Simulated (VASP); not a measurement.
A run of VASP 6.6.1:

INCAR

```
SYSTEM = Nb
ALGO     = Fast           ! electronic algorithm
EDIFF    = 1E-7           ! SCF threshold, eV
ENCUT    = 520            ! plane-wave cutoff, eV
GGA      = CA             ! functional
ISIF     = 2              ! what is computed and relaxed
ISMEAR   = -1             ! smearing method
LASPH    = .TRUE.         ! aspherical terms in the spheres
LCHARG   = .TRUE.         ! write CHGCAR
LDAU     = .TRUE.         ! DFT+U
LDAUJ    = 0            
LDAUL    = 2              ! shell
LDAUPRINT= 1            
LDAUTYPE = 2            
LDAUU    = 7              ! U, eV
LELF     = .TRUE.         ! ELF
LMAXMIX  = 4              ! l up to which the mixer works
LREAL    = .FALSE.        ! projectors in reciprocal space
LWAVE    = .FALSE.        ! write WAVECAR
NELM     = 100            ! most SCF steps
PREC     = Accurate       ! precision mode
SIGMA    = 0.05           ! smearing width, eV
```

KPOINTS

```
k-points
0
G
  11 11 11
  0 0 0
```

The input POSCAR:

```
Nb
1.0
   -1.5446743479      1.5446743479      1.5446743479
    1.5446743479     -1.5446743479      1.5446743479
    1.5446743479      1.5446743479     -1.5446743479
Nb
1
Direct
    0.0000000000      0.0000000000      0.0000000000
```

Potentials or basis: VASP PAW LDA potentials, release 64 (Nb_sv).

The run is started by

```bash
$ cat potpaw_LDA.64/Nb_sv/POTCAR > POTCAR
$ mpirun -np 1 vasp_std > vasp.out
```

Hardware: 1 thread of Intel(R) Xeon(R) Platinum 8488C (Sapphire Rapids), with other jobs on the host.

Problem. Estimate the wall time of this run.

Solution. Run time: 18 s on 1 thread of Intel(R) Xeon(R) Platinum 8488C (Sapphire Rapids) (shared host), peak memory 0.12 GiB. Counts: scf iterations 43, k points 56.
